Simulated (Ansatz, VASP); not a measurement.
## PbO in VASP and in Ansatz

The input INCAR:

```
SYSTEM = PbO
PREC     = Accurate       ! precision mode
ENCUT    = 520            ! plane-wave cutoff, eV
EDIFF    = 1E-6           ! SCF threshold, eV
ISMEAR   = 0              ! smearing method
SIGMA    = 0.01           ! smearing width, eV
LREAL    = .False.        ! projectors in reciprocal space
LASPH    = .True.         ! aspherical terms in the spheres
NELM     = 60             ! most SCF steps
ALGO     = Normal         ! electronic algorithm
ISIF     = 2              ! what is computed and relaxed
LWAVE    = .False.        ! write WAVECAR
LCHARG   = .True.         ! write CHGCAR
GGA      = PE             ! functional
LELF     = .True.         ! ELF
LVHAR    = .True.       
NBANDS   = 17             ! bands
```

The input KPOINTS:

```
Automatic mesh
0
Gamma
  6 6 6
  0 0 0
```

File POSCAR:

```
PbO
1.0
    0.0000000000      2.8597814213      2.8597814213
    2.8597814213      0.0000000000      2.8597814213
    2.8597814213      2.8597814213      0.0000000000
Pb O
1 1
Direct
    0.0000000000      0.0000000000      0.0000000000
    0.2500000000      0.2500000000      0.2500000000
```

Input for Ansatz:

```yaml
crystal:
  lattice:
    - [0.0, 2.8597814213, 2.8597814213]
    - [2.8597814213, 0.0, 2.8597814213]
    - [2.8597814213, 2.8597814213, 0.0]
  atoms:
    - { symbol: Pb, position: [0.0, 0.0, 0.0] }
    - { symbol: O, position: [0.25, 0.25, 0.25] }
kpoints:
  mp_grid: { grid: [6, 6, 6] }
hamiltonian:
  xc: pbe
scf:
  occupations: { method: fixed }
  n_extra_bands: 4
output:
  forces: true
  stress: true
  eigenvalues: true
```

Alike in both runs: task single point; functional PBE; k mesh 6 × 6 × 6; no spin polarisation.

```csv
,VASP,Ansatz
version,VASP 6.6.1,Ansatz 0.2.0
potentials or method,"VASP PAW PBE potentials, release 64 (Pb_d, O)","plane waves, PAW"
plane-wave cutoff (eV),520,420
occupations,"gaussian, width 0.01 eV",fixed
valence electrons in the cell,20,20
```

Ansatz gave:

| Item | Value |
| --- | --- |
| gap on the k mesh at the Fermi level (eV) | 0.63 |
| pressure (GPa) | -1.7 |

Estimate VASP's values.

gap on the k mesh at the Fermi level (eV): 0.63; pressure (GPa): -1.8.

Caveats: spin-orbit coupling is left out, which as a rule narrows the gap of such compounds by several tenths of an eV. A k mesh can miss the band edges. As with any semilocal functional, this PBE gap is likely too small.
